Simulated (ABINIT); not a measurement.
**GaN: relaxation of cell and atoms with LDA**

The system is GaN.

```
Ga N
1.0
     0.00000    2.25350    2.25350
     2.25350    0.00000    2.25350
     2.25350    2.25350    0.00000
Ga N
1 1
Cartesian
  0.0000 0.0000 0.0000
  1.1268 1.1268 1.1268
```

The cell is a database's computed one.

| Quantity | Value |
| --- | --- |
| Program | ABINIT 10.8.3 (patched build) |
| Task | relaxation of cell and atoms |
| Functional | LDA |
| Potentials or basis | PseudoDojo NC SR LDA v0.4.1 standard |
| Cutoff | 1143 eV |
| k mesh | 8 × 8 × 8 |
| Occupations | fermi-dirac, width 0.05 eV |
| Spin | no spin polarisation |
| Cell freedom (optcell) | 2 |
| Optimiser (ionmov) | 2 |
| Cutoff smearing ecutsm (Ha) | 0.5 |
| Force stop (Ha/bohr) | 2e-05 |

```yaml
Relaxed_volume: 11.04 Å³/atom
Relaxed_cell: a = 3.149 Å, b = 3.149 Å, c = 3.149 Å, α = 60.00°, β = 60.00°, γ = 60.00°
Space_group_after_relaxing_to_0.05_Å: F-43m (No. 216)
Energy_gained_by_relaxing: 8.8 meV/atom
Ionic_steps: 4
Pressure_after_relaxing: 0.0 GPa
Band_gap_on_the_k_mesh: 2.01 eV, direct
```

The path:
```
step  energy change (eV)  largest force (eV/Å)  pressure (GPa)  volume (Å³)
   1              0.0000                0.0000           -6.75        22.89
   2             -0.0144                0.0000           -3.00        22.42
   3             -0.0176                0.0000            0.16        22.06
   4             -0.0176                0.0000            0.00        22.08
```

Final structure:
```
CELL_PARAMETERS angstrom
0.00000 2.22660 2.22660
2.22660 0.00000 2.22660
2.22660 2.22660 0.00000
ATOMIC_POSITIONS crystal
Ga 0.00000 0.00000 0.00000
N 0.25000 0.25000 0.25000
```

It took 100 s on 1 thread of Arm Neoverse V2, on a shared host, peak memory 0.08 GiB.

A k mesh can miss the band edges. Expect the measured gap to be larger: semilocal functionals such as LDA lack the derivative discontinuity.
